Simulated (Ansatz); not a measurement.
input.yaml

```yaml
crystal:
  lattice:
    - [3.355005, 0.0, 0.0]
    - [0.0, 5.674104, 0.0]
    - [0.0, 0.0, 4.22197]
  atoms:
    - { symbol: Sn, position: [0.0, 0.231909, 0.513144] }
    - { symbol: Sn, position: [0.5, 0.768091, 0.013144] }
    - { symbol: O, position: [0.0, 0.89125, 0.7901496572] }
    - { symbol: O, position: [0.5, 0.10875, 0.236857] }
basis:
  ecutwfc: 420
kpoints:
  mp_grid: { grid: [8, 6, 6] }
hamiltonian:
  xc: pbe
scf:
  occupations: { method: gaussian, width: 0.02 }
output:
  forces: true
  stress: true
  eigenvalues: true
  write_density: true
  write_potential: true
  elf: true
  volumetric_format: npy
```

Command:
```bash
ansatz run input.yaml --threads 1 --pin off --max-ram 1331MiB --backend cpu --events-out ev --progress --plain --runs-dir out
```

Computed with Ansatz, DFT PBE, scalar-relativistic, plane waves, PAW.

Abridged output:

```
Pseudopotentials: kind: paw
Pseudopotential: Sn, paw, valence charge 14, recommended cutoff 420 eV (normal)
Pseudopotential: O, paw, valence charge 6, recommended cutoff 420 eV (normal)
Functional definition: PBE
Crystal: 4 atoms, lattice volume = 80.372 Å³
Basis set: ecut = 420 eV, 1551 PW (Γ), exchange–correlation on 48×80×60 points (8 copies of the dense FFT grid, shifted against one another)
Bands: 24, of which v1, the nominal top of the filled ones, is band 20 counted from 1 (19 counted from 0)
Symmetry: 2 space group operations
Space group: Pm (ITA 6), of the structure as read, at distance tolerance 4.3e-5 Å
k-points: 100 of 288 (time reversal used)
Initial density: superposition of atomic densities (neutral atoms: chi_scale 0, normalization atom), corrected by the library's trained network
Initial wavefunctions: pseudopotential atomic-orbital guess
Functional: x = pbe(κ = 0.804, μ = 0.21951497), c = pbe(β = 0.06672455)
SCF iter   1: F=—  HF=-13182.943699 eV  |F-HF|=—  |Δ(HF+E_count)|=         —  Δρ=2.55e-3  dr2=6.41e-3  ethr=1.77e-3  ⟨swp⟩=6.5  Hψ=11360  notcnv=0
SCF iter   2: F=—  HF=-13182.943636 eV  |F-HF|=—  |Δ(HF+E_count)|=   6.28e-5  Δρ=1.30e-3  dr2=1.33e-3  ethr=1.60e-5  ⟨swp⟩=2.0  Hψ=4613  notcnv=0
SCF iter   3: F=—  HF=-13182.943795 eV  |F-HF|=—  |Δ(HF+E_count)|=   1.59e-4  Δρ=2.93e-4  dr2=9.93e-5  ethr=3.32e-6  ⟨swp⟩=2.1  Hψ=3687  notcnv=0
SCF iter   4: F=—  HF=-13182.943814 eV  |F-HF|=—  |Δ(HF+E_count)|=   1.93e-5  Δρ=9.32e-5  dr2=7.52e-6  ethr=2.48e-7  ⟨swp⟩=2.2  Hψ=3519  notcnv=0
SCF iter   5: F=—  HF=-13182.943820 eV  |F-HF|=—  |Δ(HF+E_count)|=   6.17e-6  Δρ=2.33e-5  dr2=4.29e-7  ethr=1.88e-8  ⟨swp⟩=2.3  Hψ=3594  notcnv=0
SCF iter   6: F=-13182.943821 eV  HF=-13182.943821 eV  |F-HF|=1.66e-8  |Δ(HF+E_count)|=   3.02e-7  Δρ=7.82e-6  dr2=4.44e-8  ethr=2.50e-10  ⟨swp⟩=11.1  Hψ=19594  notcnv=0
SCF 1 converged in 6 iterations: F = -13182.943821 eV  dr2 = 4.44e-8
SCF converged after 6 iterations
Free energy (F): -13182.943821 eV
Harris-Foulkes:  -13182.943821 eV  (|F-HF|=1.66e-8)
Internal energy: -13182.943821 eV  (E = F + TS)
E sigma→0 (E₀):  -13182.943821 eV
Fermi energy:    8.184141 eV
--- Per-component energies (eV) ---
  E_band       = -255.597973
  E_kinetic    = 722.612428
  E_local      = -3064.193229  (includes V_loc(G=0)·N_el)
  E_nonlocal   = 32.133300
  E_hartree    = 1607.343260
  E_xc         = -912.230368
  E_vxc        = -379.487073  (∫ρ·V_xc dr)
  E_paw        = -8588.593442  (= ΣΔE_a)
  E_vpaw       = -781.350189  (= ΣTr[D̂ρ^β])
  E_aug_tail   = 0.004806  (compensation charges beyond the density's cutoff)
  E_ewald      = -2980.020576
  E_smearing   =  0.000000  (= −TS)
--- Forces (eV/Å), atoms counted from 1 ---
  atom   1  Sn     0.00000000    -0.13896566     0.10978512
  atom   2  Sn     0.00000000    -0.81896719     1.14241636
  atom   3  O      0.00000000     1.05640968    -1.69587970
  atom   4  O      0.00000000    -0.09848042     0.44373907
--- Stress (GPa, compression-positive) ---
        4.964550       0.000000       0.000000
        0.000000       1.435477      -0.010834
        0.000000      -0.010833       2.456699
  P = ⅓ Tr σ = 2.9522 GPa (29.522 kbar)
--- Band table (eV; the first three rows and the last of 100) ---
  k-point 0: bands = ["-13.9689", "-13.6569", "-13.5436", "-13.5250", "-13.4862", "-13.4769", "-13.3585", "-13.3301", "-13.2327", "-13.2133", "-11.5378", "-9.8274", "-0.0245", "1.5705", "3.1901", "3.1973", "3.8417", "4.4720", "5.1409", "7.4835", "9.9610", "10.3926", "12.9508", "13.3098"]
  k-point 1: bands = ["-13.9543", "-13.6802", "-13.5446", "-13.5279", "-13.4871", "-13.4766", "-13.3593", "-13.3337", "-13.2335", "-13.2136", "-11.4240", "-9.9246", "0.0160", "1.4943", "3.0813", "3.2667", "3.9427", "4.4175", "5.3746", "7.0441", "9.8440", "10.4974", "12.3726", "13.1855"]
  k-point 2: bands = ["-13.9123", "-13.7445", "-13.5464", "-13.5312", "-13.4865", "-13.4761", "-13.3610", "-13.3378", "-13.2342", "-13.2141", "-11.1396", "-10.1799", "0.1788", "1.1288", "3.2547", "3.4350", "4.1139", "4.2785", "5.6537", "6.1836", "9.7220", "10.4007", "11.8722", "13.1254"]
  k-point 99: bands = ["-13.9770", "-13.9216", "-13.5554", "-13.5212", "-13.4910", "-13.4233", "-13.3552", "-13.2912", "-13.2777", "-13.1667", "-10.0516", "-9.9976", "-0.3842", "0.1304", "2.8380", "3.1597", "3.9143", "4.0199", "6.7146", "7.1136", "9.7248", "10.1919", "11.2194", "11.5086"]
```

Self-consistency was reached.

The cell holds layers, and where no dispersion correction was added their binding is poorly described.